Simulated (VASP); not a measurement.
A run of VASP 6.6.1 is set up as follows.

The input INCAR:

```
SYSTEM = CdS
PREC = Accurate
ENCUT = 520
EDIFF = 1E-7
ISMEAR = -1
SIGMA = 0.02
LREAL = .False.
LASPH = .True.
NELM = 100
ALGO = Normal
ISIF = 2
LWAVE = .False.
LCHARG = .False.
GGA = PS
NBANDS = 16
```

File KPOINTS:

```
Automatic mesh
0
Gamma
  6 6 6
  0 0 0
```

The input POSCAR:

```
CdS
1.0
    3.3869086140      0.0000000000      0.0000000000
    0.0000000000      3.3869086140      0.0000000000
    0.0000000000      0.0000000000      3.3869086140
Cd S
1 1
Direct
    0.0000000000      0.0000000000      0.0000000000
    0.5000000000      0.5000000000      0.5000000000
```

Potentials or basis: VASP PAW PBE potentials, release 64 (Cd, S).

Launch:

```console
$ cat potpaw_PBE.64/Cd/POTCAR potpaw_PBE.64/S/POTCAR > POTCAR
$ mpirun -np 1 vasp_std > vasp.out
```

**Question.** What does it give for the band gap on the k mesh?

**Answer.** None (metal or under the smearing width).

**Question.** Estimate the pressure.

**Answer.** -2.2 GPa.

Caveat: the PAW data sets were made with another functional, which shifts forces and pressure a little.
